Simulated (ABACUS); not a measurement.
# NaCl (Pm-3m) in ABACUS: notebook

One crystal, NaCl, is run at these levels: HCTH407; tasks: band structure, equation of state.

Program: ABACUS 3.10.1. These are calculated values, not measurements. Logs are shortened: lines on timing, memory, paths and dates and some standing lists are left out, and cuts for length are marked.

## Step 1: The structure

It takes space group Pm-3m (No. 221, cubic). Conventional cell: a = 3.502 Å, b = 3.502 Å, c = 3.502 Å, α = 90.00°, β = 90.00°, γ = 90.00°. Around Cl (site symmetry m-3m) lie 8 Na at 3.03 Å. Na (site symmetry m-3m) is surrounded by 8 Cl at 3.03 Å.

Measurements of this composition are mostly on another form, of space group No. 225.

## Step 2: Band structure, HCTH407

INPUT

```
INPUT_PARAMETERS
suffix              NaCl
calculation         nscf
basis_type          pw
pseudo_dir          ./
symmetry            -1
dft_functional      GGA_XC_HCTH_407
ecutwfc             89.0
pseudo_rcut         10
nspin               1
nbands              18
ks_solver           dav
smearing_method     fd
smearing_sigma      0.00367493
scf_thr             1e-08
scf_nmax            100
mixing_type         broyden
mixing_beta         0.7
init_chg            file
pw_diag_thr         1e-07
out_band            1
kpar                4
```

STRU

```
ATOMIC_SPECIES
Cl 35.4500 Cl.upf
Na 22.9898 Na.upf

LATTICE_CONSTANT
1.8897261246

LATTICE_VECTORS
3.5021900000 0.0000000000 0.0000000000
0.0000000000 3.5021900000 0.0000000000
0.0000000000 0.0000000000 3.5021900000

ATOMIC_POSITIONS
Direct

Cl
0.0
1
0.5000000000 0.5000000000 0.5000000000 1 1 1

Na
0.0
1
0.0000000000 0.0000000000 0.0000000000 1 1 1
```

KPT

```
K_POINTS
8
Line
0.00000000 0.00000000 0.00000000 10 // G
0.00000000 0.50000000 0.00000000 10 // X
0.50000000 0.50000000 0.00000000 10 // M
0.00000000 0.00000000 0.00000000 10 // G
0.50000000 0.50000000 0.50000000 10 // R
0.00000000 0.50000000 0.00000000 1 // X
0.50000000 0.50000000 0.00000000 10 // M
0.50000000 0.50000000 0.50000000 1 // R
```

Potentials or basis: PseudoDojo NC SR 0.4.1 PBE standard, plane waves.

Launch:

```sh
OMP_NUM_THREADS=1 mpirun -np 4 abacus > log
```

running log:

```text
ABACUS v3.10.1

               Atomic-orbital Based Ab-initio Computation at UStc

 ------------------------------------------------------------------------------------

 READING GENERAL INFORMATION
                           global_out_dir = OUT.NaCl/
                           global_in_card = INPUT
                               pseudo_dir = ./
[... 8 lines left out ...]

 READING ATOM TYPE 1
                               atom label = Cl
                      L=0, number of zeta = 1
                      L=1, number of zeta = 1
                      L=2, number of zeta = 1
             number of atom for this type = 1

 READING ATOM TYPE 2
                               atom label = Na
                      L=0, number of zeta = 1
                      L=1, number of zeta = 1
                      L=2, number of zeta = 1
             number of atom for this type = 1

                        TOTAL ATOM NUMBER = 2
DIRECT COORDINATES
    atom                   x                   y                   z     mag                  vx                  vy                  vz
taud_Cl1            0.5000000000        0.5000000000        0.5000000000  0.0000        0.0000000000        0.0000000000        0.0000000000
taud_Na1            0.0000000000        0.0000000000        0.0000000000  0.0000        0.0000000000        0.0000000000        0.0000000000

                          Volume (Bohr^3) = 289.878
                             Volume (A^3) = 42.9555

 Lattice vectors: (Cartesian coordinate: in unit of a_0)
             +3.50219                  +0                  +0
                   +0            +3.50219                  +0
                   +0                  +0            +3.50219
 Reciprocal vectors: (Cartesian coordinate: in unit of 2 pi/a_0)
            +0.285536                  -0                  +0
                   -0           +0.285536                  -0
                   +0                  -0           +0.285536
 The esolver type has been set to : ksdft_pw

                PAO radial cut off (Bohr) = 10

 Read in pseudopotential file is Cl.upf
                     pseudopotential type = NC
          exchange-correlation functional = PBE
                 nonlocal core correction = 1
                        valence electrons = 7
                                     lmax = 2
                           number of zeta = 2
                     number of projectors = 6
                           L of projector = 0
                           L of projector = 0
                           L of projector = 1
                           L of projector = 1
                           L of projector = 2
                           L of projector = 2
 XC functional updated to : GGA_XC_HCTH_407
          exchange-correlation functional = GGA_XC_HCTH_407
                PAO radial cut off (Bohr) = 10

 Read in pseudopotential file is Na.upf
                     pseudopotential type = NC
          exchange-correlation functional = PBE
                 nonlocal core correction = 0
                        valence electrons = 9
                                     lmax = 1
                           number of zeta = 3
                     number of projectors = 4
                           L of projector = 0
                           L of projector = 0
                           L of projector = 1
                           L of projector = 1
 XC functional updated to : GGA_XC_HCTH_407
          exchange-correlation functional = GGA_XC_HCTH_407
     initial pseudo atomic orbital number = 9

 SETUP THE ELECTRONS NUMBER
            electron number of element Cl = 7
      total electron number of element Cl = 7
            electron number of element Na = 9
      total electron number of element Na = 9
            AUTOSET number of electrons:  = 16
                           occupied bands = 8
                                   NBANDS = 18
                                   NLOCAL = 18

%%%%%%%%%%%%%%%%%%%%%%%%%%%%%%%%%%%%%%%%%%%%%%%%%%%%%%%%%%%%%%%%%%%%%%%%%%%%%%%%%%%%%%%%%%%%%%%%%%%%%%%%%%
 Warning: the number of valence electrons in pseudopotential > 1 for Na: [Ne] 3s1
 Pseudopotentials with additional electrons can yield (more) accurate outcomes, but may be less efficient.
 If you're confident that your chosen pseudopotential is appropriate, you can safely ignore this warning.
%%%%%%%%%%%%%%%%%%%%%%%%%%%%%%%%%%%%%%%%%%%%%%%%%%%%%%%%%%%%%%%%%%%%%%%%%%%%%%%%%%%%%%%%%%%%%%%%%%%%%%%%%%

 SETUP THE PLANE WAVE BASIS
 energy cutoff for charge/potential (unit:Ry) = 356
            fft grid for charge/potential = [ 40, 40, 40 ]
                        fft grid division = [ 1, 1, 1 ]
        big fft grid for charge/potential = [ 40, 40, 40 ]
                                     nbxx = 64000
                                     nrxx = 64000

 SETUP PLANE WAVES FOR CHARGE/POTENTIAL
                    number of plane waves = 32795
                         number of sticks = 1237

 PARALLEL PW FOR CHARGE/POTENTIAL
     PROC   COLUMNS(POT)             PW
        1           1237          32795
 --------------- sum -------------------
        1           1237          32795
                            number of |g| = 331
                                  max |g| = 32.1231
                                  min |g| = 0

----------- Double Check Mixing Parameters Begin ------------
mixing_type: broyden
mixing_beta: 0.7
mixing_gg0: 1
mixing_gg0_min: 0.1
mixing_ndim: 8
----------- Double Check Mixing Parameters End ------------

 SETUP K-POINTS
                                    nspin = 1
                                   nkstot = 62
K-POINTS DIRECT COORDINATES
 KPOINTS    DIRECT_X    DIRECT_Y    DIRECT_Z  WEIGHT
       1  0.00000000  0.00000000  0.00000000  1.0000
       2  0.00000000  0.05000000  0.00000000  1.0000
       3  0.00000000  0.10000000  0.00000000  1.0000
       4  0.00000000  0.15000000  0.00000000  1.0000
       5  0.00000000  0.20000000  0.00000000  1.0000
       6  0.00000000  0.25000000  0.00000000  1.0000
[... 22 lines left out ...]
      29  0.10000000  0.10000000  0.00000000  1.0000
      30  0.05000000  0.05000000  0.00000000  1.0000
[... 32 further k points ...]

           k-point number in this process = 16
       minimum distributed K point number = 15

[... K-POINTS CARTESIAN COORDINATES: 16 rows ...]

[... K-POINTS DIRECT COORDINATES: 16 rows ...]

 SETUP PLANE WAVES FOR WAVE FUNCTIONS
     energy cutoff for wavefunc (unit:Ry) = 89
              fft grid for wave functions = [ 40, 40, 40 ]
                    number of plane waves = 4945
                         number of sticks = 349

 PARALLEL PW FOR WAVE FUNCTIONS
     PROC   COLUMNS(POT)             PW
        1            349           4945
 --------------- sum -------------------
        1            349           4945

 SETUP NONLOCAL PSEUDOPOTENTIALS IN PLANE WAVE BASIS
 Cl non-local projectors:
 projector 1 L=0
 projector 2 L=0
 projector 3 L=1
 projector 4 L=1
 projector 5 L=2
 projector 6 L=2
 Na non-local projectors:
 projector 1 L=0
 projector 2 L=0
 projector 3 L=1
 projector 4 L=1
      TOTAL NUMBER OF NONLOCAL PROJECTORS = 26

 Init Non-Local PseudoPotential table :
 Init Non-Local-Pseudopotential done.

                                     npwx = 4116

 Make real space PAO into reciprocal space.
       max mesh points in Pseudopotential = 1001
     dq(describe PAO in reciprocal space) = 0.01
                                    max q = 1136

 number of pseudo atomic orbitals for Cl is 2

 number of pseudo atomic orbitals for Na is 3
WARNING: norm of atomic wavefunction # 3 of atomic type Na is 0.996862, renormalized

 -------------------------------------------
 NONSELF-CONSISTENT
 -------------------------------------------
                                 init_chg = file
 try to read charge from file
 Read in the charge density: OUT.NaCl//NaCl-CHARGE-DENSITY.restart

 PW ALGORITHM --------------- ION=   1  ELEC=   1--------------------------------
 k(1/62) Iter steps (avg)=17 threshold=1e-07
 k(2/62) Iter steps (avg)=20 threshold=1e-07
 k(3/62) Iter steps (avg)=15 threshold=1e-07
 k(4/62) Iter steps (avg)=13 threshold=1e-07
 k(5/62) Iter steps (avg)=13 threshold=1e-07
 k(6/62) Iter steps (avg)=13 threshold=1e-07
 k(7/62) Iter steps (avg)=12 threshold=1e-07
 k(8/62) Iter steps (avg)=12 threshold=1e-07
 k(9/62) Iter steps (avg)=13 threshold=1e-07
 k(10/62) Iter steps (avg)=13 threshold=1e-07
 k(11/62) Iter steps (avg)=17 threshold=1e-07
 k(12/62) Iter steps (avg)=16 threshold=1e-07
 k(13/62) Iter steps (avg)=19 threshold=1e-07
 k(14/62) Iter steps (avg)=16 threshold=1e-07
 k(15/62) Iter steps (avg)=17 threshold=1e-07
 k(16/62) Iter steps (avg)=15 threshold=1e-07
[... levels at 16 k points of this process ...]

 Density error is 0.00000000000
                          Error Threshold = 1.00000000000e-07
----------------------------------------------------------
     Energy           Rydberg                 eV
----------------------------------------------------------
 E_KohnSham     -125.1681538540      -1703.0001005548
 E_KS(sigma->0) -125.1681538540      -1703.0001005548
 E_Harris       -125.1681538540      -1703.0001005548
 E_band         -17.3564733204       -236.1469343425
 E_one_elec     -70.5250505951       -959.5425398320
 E_Hartree      40.0461556004        544.8558991603
 E_xc           -23.6889824876       -322.3051416529
 E_Ewald        -71.0002763717       -966.0083182301
 E_entropy(-TS) 0.0000000000         0.0000000000
 E_descf        0.0000000000         0.0000000000
 E_exx          0.0000000000         0.0000000000
 E_Fermi        0.3007006188         4.0912418075
----------------------------------------------------------

 charge density convergence is achieved
 final etot is -1703.0001006 eV
 EFERMI = 4.0912418075 eV

 STATE ENERGY(eV) AND OCCUPATIONS    NSPIN == 1
 1/16 kpoint (Cartesian) = 0.0000 0.0000 0.0000 (4067 pws)
       1       -48.8117      0.0322581
       2       -20.5050      0.0322581
       3       -20.5050      0.0322581
       4       -20.5050      0.0322581
       5       -11.1219      0.0322581
       6        1.74973      0.0322581
[... 10 lines left out ...]
      17        18.4942        0.00000
      18        22.3500        0.00000

 2/16 kpoint (Cartesian) = 0.0000 0.014277 0.0000 (4083 pws)
       1       -48.8116      0.0322581
       2       -20.5058      0.0322581
       3       -20.5049      0.0322581
       4       -20.5049      0.0322581
       5       -11.1143      0.0322581
       6        1.67201      0.0322581
[... 10 lines left out ...]
      17        18.8369        0.00000
      18        21.9796        0.00000

 3/16 kpoint (Cartesian) = 0.0000 0.028554 0.0000 (4064 pws)
       1       -48.8115      0.0322581
       2       -20.5082      0.0322581
       3       -20.5047      0.0322581
       4       -20.5047      0.0322581
       5       -11.0923      0.0322581
       6        1.45825      0.0322581
[... 10 lines left out ...]
      17        19.3192        0.00000
      18        21.2075        0.00000

 4/16 kpoint (Cartesian) = 0.0000 0.042830 0.0000 (4076 pws)
       1       -48.8114      0.0322581
       2       -20.5119      0.0322581
       3       -20.5044      0.0322581
       4       -20.5044      0.0322581
       5       -11.0575      0.0322581
       6        1.15349      0.0322581
[... 10 lines left out ...]
      17        19.7607        0.00000
      18        20.3453        0.00000

 5/16 kpoint (Cartesian) = 0.0000 0.057107 0.0000 (4096 pws)
       1       -48.8112      0.0322581
       2       -20.5166      0.0322581
       3       -20.5040      0.0322581
       4       -20.5040      0.0322581
       5       -11.0130      0.0322581
       6       0.806197      0.0322581
[... 10 lines left out ...]
      17        20.1430        0.00000
      18        20.1430        0.00000

 6/16 kpoint (Cartesian) = 0.0000 0.071384 0.0000 (4100 pws)
       1       -48.8110      0.0322581
       2       -20.5217      0.0322581
       3       -20.5035      0.0322581
       4       -20.5035      0.0322581
       5       -10.9626      0.0322581
       6       0.456492      0.0322581
[... 10 lines left out ...]
      17        20.4675        0.00000
      18        20.4675        0.00000

[... levels at 10 further k points ...]

 --------------------------------------------
 !FINAL_ETOT_IS -1703.000100554759 eV
 --------------------------------------------

 Output bands in file: OUT.NaCl/BANDS_1.dat
```

Wall time 5.1 s (4 MPI ranks of Intel Xeon Platinum 8488C (Sapphire Rapids), shared host); peak memory 0.4 GiB.

Results:

```
Band gap along the path : 4.71 eV, indirect (least direct gap 5.16 eV)
```

Levels at the corners of the path, in eV from the Fermi level:
```tsv
point	band 6	band 7	band 8	band 9	band 10	band 11
Γ	-2.34	-2.34	-2.34	2.82	7.26	7.26
X	-4.60	-2.12	-2.12	5.73	7.28	8.92
M	-4.00	-4.00	-1.88	4.31	8.47	9.88
Γ	-2.34	-2.34	-2.34	2.82	7.26	7.26
R	-3.62	-3.62	-3.62	5.87	5.87	5.87
X	-4.60	-2.12	-2.12	5.73	7.28	8.92
M	-4.00	-4.00	-1.88	4.31	8.47	9.88
R	-3.62	-3.62	-3.62	5.87	5.87	5.87
```

Caveat: the density is read from an earlier self-consistent run, whose mesh may be coarse; the potentials were made for another functional, which shifts forces and pressure.

## Step 3: Equation of state, HCTH407, 20.19 Å³/atom (volume scaled by 0.94)

INPUT

```
INPUT_PARAMETERS
suffix              NaCl
calculation         scf
basis_type          pw
pseudo_dir          ./
symmetry            1
dft_functional      GGA_XC_HCTH_407
ecutwfc             89
pseudo_rcut         10
nspin               1
nbands              12
ks_solver           dav
smearing_method     fd
smearing_sigma      0.00367493
scf_thr             1e-08
scf_nmax            100
mixing_type         broyden
mixing_beta         0.7
cal_force           1
cal_stress          1
kpar                4
```

STRU

```
ATOMIC_SPECIES
Cl 35.4500 Cl.upf
Na 22.9898 Na.upf

LATTICE_CONSTANT
6.4830771307

LATTICE_VECTORS
1.0000000000 0.0000000000 0.0000000000
0.0000000000 1.0000000000 0.0000000000
0.0000000000 0.0000000000 1.0000000000

ATOMIC_POSITIONS
Cartesian

Cl
0.0
1
0.5000000000 0.5000000000 0.5000000000 1 1 1

Na
0.0
1
0.0000000000 0.0000000000 0.0000000000 1 1 1
```

KPT

```
K_POINTS
0
Gamma
6 6 6 0 0 0
```

Potentials or basis: PseudoDojo NC SR 0.4.1 PBE standard, plane waves.

Launch:

```sh
OMP_NUM_THREADS=1 mpirun -np 4 abacus > log
```

Run time: 3.9 s. Hardware: 4 MPI ranks of Intel Xeon Platinum 8488C (Sapphire Rapids), shared host; peak memory 0.32 GiB.

It converged, with:

| Property | Result |
| --- | --- |
| Free energy | -1703.2292 eV |
| Pressure | 5.3 GPa |
| Band gap on the k mesh | 4.95 eV, indirect (least direct gap 5.46 eV) |

Caveat: the potentials were made for another functional, which shifts forces and pressure.

## Step 4: Equation of state, HCTH407, 21.05 Å³/atom (volume scaled by 0.98)

INPUT is that of step 3.

STRU, as its differences from that of step 3:

```diff
@@ -5,3 +5,3 @@
 LATTICE_CONSTANT
-6.4830771307
+6.5737612830
```

KPT is that of step 3.

Launch:

```sh
OMP_NUM_THREADS=1 mpirun -np 4 abacus > log
```

Run time: 4.1 s. Hardware: 4 MPI ranks of Intel Xeon Platinum 8488C (Sapphire Rapids), shared host; peak memory 0.36 GiB.

It converged, with:

| Quantity | Value |
| --- | --- |
| Free energy | -1703.2778 eV |
| Pressure | 3.8 GPa |
| Band gap on the k mesh | 4.79 eV, indirect (least direct gap 5.26 eV) |

Caveat: the potentials were made for another functional, which shifts forces and pressure.

## Step 5: Equation of state, HCTH407, 21.91 Å³/atom (volume scaled by 1.02)

INPUT is that of step 4.

STRU, as its differences from that of step 4:

```diff
@@ -5,3 +5,3 @@
 LATTICE_CONSTANT
-6.5737612830
+6.6620102199
```

KPT is that of step 4.

Launch:

```sh
OMP_NUM_THREADS=1 mpirun -np 4 abacus > log
```

Wall time 4.9 s (4 MPI ranks of Intel Xeon Platinum 8488C (Sapphire Rapids), shared host); peak memory 0.36 GiB.

It converged, with:

```
Free energy            : -1703.3114 eV
Pressure               : 2.1 GPa
Band gap on the k mesh : 4.64 eV, indirect (least direct gap 5.08 eV)
```

Caveat: the potentials were made for another functional, which shifts forces and pressure.

## Step 6: Equation of state, HCTH407, 22.77 Å³/atom (volume scaled by 1.06)

INPUT is that of step 5.

STRU, as its differences from that of step 5:

```diff
@@ -5,3 +5,3 @@
 LATTICE_CONSTANT
-6.6620102199
+6.7479811243
```

KPT is that of step 5.

Potentials or basis: PseudoDojo NC SR 0.4.1 PBE standard, plane waves.

Launch:

```sh
OMP_NUM_THREADS=1 mpirun -np 4 abacus > log
```

It took 5 s on 4 MPI ranks of Intel Xeon Platinum 8488C (Sapphire Rapids), shared host; peak memory 0.36 GiB.

The run converged. Its results:

| Property | Result |
| --- | --- |
| Free energy | -1703.3284 eV |
| Pressure | 1.1 GPa |
| Band gap on the k mesh | 4.50 eV, indirect (least direct gap 4.91 eV) |

Caveat: the potentials were made for another functional, which shifts forces and pressure.

## Step 7: Equation of state, HCTH407

This step only gathers the single runs of the series.

What came out:

```
Equilibrium volume : 23.18 Å³/atom (rough: see the caveat)
Bulk modulus       : 44 GPa (rough)
```

Energy against volume, from the lowest point:
```csv
volume (Å³/atom),energy (meV/atom)
20.189,49.62
21.048,25.33
21.907,8.50
22.766,0.00
```

Caveat: the fit is doubtful: noisy points or a state that changes with volume; the minimum lies outside the volumes run; the potentials were made for another functional, which shifts forces and pressure.
